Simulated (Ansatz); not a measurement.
# BaTiO3 (Barioperovskite): the cost of one run

Program: Ansatz 0.2.0. Level of theory: DFT PBE, scalar-relativistic, plane waves, PAW. These are calculated values, not measurements.

### 1 The starting structure

The structure is orthorhombic, space group Amm2 (No. 38). Conventional cell: a = 3.986 Å, b = 5.674 Å, c = 5.690 Å, α = 90.00°, β = 90.00°, γ = 90.00°. Around Ba (site symmetry mm2) lie 12 O at 2.77 to 2.92 Å. Ti (site symmetry mm2) has 6 O at 1.93 to 2.09 Å as nearest neighbours. Around O (site symmetry mm2) lie 2 Ti at 2.00 Å and 4 Ba at 2.77 to 2.92 Å. Around O (site symmetry m) lie 2 Ti at 1.93 to 2.09 Å.

Coordinates:

```cif
data_structure
_symmetry_space_group_name_H-M 'Amm2'
_symmetry_Int_Tables_number 38
_cell_length_a 3.9855
_cell_length_b 5.6738
_cell_length_c 5.6903
_cell_angle_alpha 90.000
_cell_angle_beta 90.000
_cell_angle_gamma 90.000
_cell_volume 128.67
loop_
_atom_site_label
_atom_site_type_symbol
_atom_site_symmetry_multiplicity
_atom_site_Wyckoff_symbol
_atom_site_fract_x
_atom_site_fract_y
_atom_site_fract_z
_atom_site_occupancy
Ba1 Ba 2 a 0.00000 0.00000 0.00000 1
Ti1 Ti 2 b 0.50000 0.50000 0.01240 1
O1 O 2 a 0.00000 0.50000 0.98740 1
O2 O 4 e 0.50000 0.25670 0.24854 1
```

The structure comes from the Crystallography Open Database.

(A quick probe on a coarse mesh, which set the mesh and smearing, is not shown.)

### 3 Full relaxation

input.yaml reads:

```yaml
crystal:
  lattice:
    - [3.9855, 0.0, 0.0]
    - [0.0, 2.8369, 2.84515]
    - [0.0, -2.8369, 2.84515]
  atoms:
    - { symbol: Ba, position: [0.0, 0.0, 0.0] }
    - { symbol: Ti, position: [0.5, 0.5124, 0.5124] }
    - { symbol: O, position: [0.0, 0.4874, 0.4874] }
    - { symbol: O, position: [0.5, 0.50524, 0.99184] }
    - { symbol: O, position: [0.5, 0.99184, 0.50524] }
basis:
  ecutwfc: 420
kpoints:
  mp_grid: { grid: [8, 8, 8] }
hamiltonian:
  xc: pbe
scf:
  occupations: { method: gaussian, width: 0.02 }
output:
  forces: true
  stress: true
  eigenvalues: true
  write_density: true
  write_potential: true
  elf: true
  volumetric_format: npy
relax:
  adjacent_minimum: "off"
  f_tol: 0.005
  max_steps: 80
  cell: { stress_tol: 0.05 }
```

Run with:

```sh
ansatz run input.yaml --threads 2 --pin off --max-ram 5120MiB --backend cpu --events-out ev --progress --plain --runs-dir out
```

What time and memory should one allow on 2 threads of Intel Xeon 6975P-C (Granite Rapids), shared host?

About 94 s, with a peak of 0.57 GiB.
